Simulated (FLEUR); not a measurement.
# MgS under changes of volume

One of the cells (22.740 Å³/atom); the others are scaled copies at fixed shape and fractional positions:

```
CELL_PARAMETERS angstrom
0.00000 2.83312 2.83312
2.83312 0.00000 2.83312
2.83312 2.83312 0.00000
ATOMIC_POSITIONS crystal
S 0.25000 0.25000 0.25000
Mg 0.00000 0.00000 0.00000
```

The cell comes from a database or a generator and needn't be the stable form of this composition.

```yaml
Program: FLEUR MaX-R8.1 (later development tree)
Functional: PBE
Potentials_or_basis: all-electron
Basis: FLAPW
Kmax: 4.71 1/bohr
k_mesh: 8 × 8 × 8
Occupations: fermi-dirac, width 0.05 eV
Spin: no spin polarisation
```

```tsv
volume (Å³/atom)	energy over the lowest point (meV/atom)	gap on the mesh (eV)
21.376	25.81	3.76
21.831	13.60	3.65
22.285	5.49	3.55
22.740	?	?
23.195	0.00	3.35
23.650	1.96	3.26
24.105	6.67	3.17
```

Q: What does the run at 22.740 Å³/atom give?

A: Energy over the lowest point 1.07 meV/atom; gap on the mesh 3.45 eV.

Worked out: A Birch-Murnaghan fit of order 3 (a polynomial in V^(-2/3)) to the other rows has its minimum at 23.12 Å³/atom with B0 = V·E''(V) = 55 GPa and B' = 4.0. It gives 1.07 meV/atom at 22.740 Å³/atom, against the run's 1.07. A straight line through the other rows of the gap, of slope -4.91 eV per unit of ln V (its deformation potential), gives 3.45 eV, against the run's 3.45.

Energies are extrapolated to zero smearing.

A mesh can miss the band edges.
